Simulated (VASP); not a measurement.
MnS, 2 atoms in the cell. Symmetry: Fm-3m, No. 225, cubic system. Conventional cell: a = 5.012 Å, b = 5.012 Å, c = 5.012 Å, α = 90.00°, β = 90.00°, γ = 90.00°. Mn (site symmetry m-3m) has 6 S at 2.51 Å as nearest neighbours. S (site symmetry m-3m) has 6 Mn at 2.51 Å as nearest neighbours. 

```yaml
Program: VASP 6.6.1
Task: relaxation of cell and atoms
Functional: PBE
Potentials_or_basis: VASP PAW PBE potentials, release 64 (Mn_pv, S)
Cutoff: 520 eV
k_mesh: 14 × 14 × 14
Occupations: gaussian, width 0.1 eV
Spin: collinear spin, ferromagnetic start
Starting_moments: "[5.0, 0.0] μB"
Hubbard_terms: Mn d U = 1.9 eV
Target_pressure: 4.8 GPa
Further_INCAR_settings: ALGO = Normal; EDIFF = 1e-07; IBRION = 2; EDIFFG = -0.002; NSW = 80; ISIF = 3
Target_pressure: 4.8 GPa
```

Potentials or basis: VASP PAW PBE potentials, release 64 (Mn_pv, S).

Run with:

```bash
$ cat potpaw_PBE.64/Mn_pv/POTCAR potpaw_PBE.64/S/POTCAR > POTCAR
$ mpirun -np 1 vasp_std > vasp.out
```

Hardware: 1 thread of Intel(R) Xeon(R) Platinum 8259CL CPU @ 2.50GHz (Skylake/Cascade Lake) (shared host).

Problem. Estimate the wall time of this run.

Solution. It took 10 min on 1 thread of Intel(R) Xeon(R) Platinum 8259CL CPU @ 2.50GHz (Skylake/Cascade Lake), on a shared host, peak memory 0.24 GiB. Counts: scf iterations 92, k points 104, ion steps 17.
